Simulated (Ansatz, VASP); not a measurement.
Sn in VASP and in Ansatz

The input INCAR:

```
SYSTEM = Sn
ALGO = Normal
EDIFF = 1E-6
ENCUT = 520
GGA = CA
ISIF = 2
ISMEAR = -1
LASPH = .TRUE.
LCHARG = .FALSE.
LREAL = .FALSE.
LWAVE = .FALSE.
NBANDS = 21
NELM = 60
PREC = Accurate
SIGMA = 0.1
```

File KPOINTS:

```
k-points
0
G
  10 10 10
  0 0 0
```

File POSCAR:

```
Sn
1.0
   -2.9769064593      2.9769064593      1.6250589164
    2.9769064593     -2.9769064593      1.6250589164
    2.9769064593      2.9769064593     -1.6250589164
Sn
2
Direct
    0.0000000000      0.0000000000      0.0000000000
    0.7500000000      0.2500000000      0.5000000000
```

Input for Ansatz:

```yaml
crystal:
  lattice:
    - [-2.976906459308089, 2.976906459308089, 1.6250589163765283]
    - [2.976906459308089, -2.976906459308089, 1.6250589163765283]
    - [2.976906459308089, 2.976906459308089, -1.6250589163765283]
  atoms:
    - { symbol: Sn, position: [0.0, 0.0, 0.0] }
    - { symbol: Sn, position: [0.75, 0.25, 0.5] }
basis:
  ecutwfc: 476.19925930478996
kpoints:
  mp_grid:
    grid: [10, 10, 10]
hamiltonian:
  xc: lda
scf:
  occupations:
    method: fermi_dirac
    width: 0.1
output:
  stress: true
```

Alike in both runs: task single point; functional LDA; k mesh 10 × 10 × 10; occupations fermi-dirac, width 0.1 eV; no spin polarisation.

|  | VASP | Ansatz |
| --- | --- | --- |
| version | VASP 6.6.1 | Ansatz 0.2.0 |
| potentials or method | VASP PAW LDA potentials, release 64 (Sn_d) | plane waves, PAW |
| plane-wave cutoff (eV) | 520 | 476 |
| valence electrons in the cell | 28 | 28 |

```csv
,VASP,Ansatz,Ansatz less VASP
pressure (GPa),-4.5,-4.5,+0.02
largest component of the traceless stress (GPa),0.52,0.53,+0.010
```
